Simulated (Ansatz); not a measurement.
# MnS under changes of volume

One of the cells (17.667 Å³/atom); the others are scaled copies at fixed shape and fractional positions:

```
CELL_PARAMETERS angstrom
0.00000 2.60450 2.60450
2.60450 0.00000 2.60450
2.60450 2.60450 0.00000
ATOMIC_POSITIONS crystal
Mn 0.00000 0.00000 0.00000
S 0.50000 0.50000 0.50000
```

| Item | Value |
| --- | --- |
| Program | Ansatz 0.2.0 |
| Functional | rPW86-PBE |
| Potentials or basis | Ansatz PAW |
| Cutoff | 420 eV (not typed: the program's choice for these potentials) |
| k mesh | 9 × 9 × 9 |
| Occupations | fermi-dirac, width 0.05 eV |
| Spin | collinear spin, ferromagnetic start |
| Starting moments | [4.0, 0.0] μB |

```csv
volume (Å³/atom),energy over the lowest point (meV/atom),pressure (GPa),moment (μB per cell)
16.607,?,?,?
16.961,9.12,2.9,4.53
17.314,3.62,1.8,4.60
17.667,0.50,0.7,4.66
18.021,0.00,-0.4,4.71
18.374,1.92,-1.4,4.75
18.727,6.07,-2.4,4.79
```

Question: What does the run at 16.607 Å³/atom give?

Answer: Energy over the lowest point 16.80 meV/atom; pressure 4.0 GPa; moment 4.44 μB per cell.

Worked out: A Birch-Murnaghan fit of order 3 (a polynomial in V^(-2/3)) to the other rows has its minimum at 17.92 Å³/atom with B0 = V·E''(V) = 56 GPa (rough, since the energies scatter). It gives 17.32 meV/atom at 16.607 Å³/atom, against the run's 16.80, and -dE/dV = 4.3 GPa, against 4.0. A parabola through the other rows of the moment, of slope 0.227 μB per Å³/atom there, extrapolates to 4.45 μB, against the run's 4.44.

Energies are extrapolated to zero smearing.

Caveats: a cell with one magnetic atom can't hold antiferromagnetic order, which such compounds often take; the PAW data sets come from PBE, with cores solved anew for the run's functional, which leaves a small shift of forces and pressure.
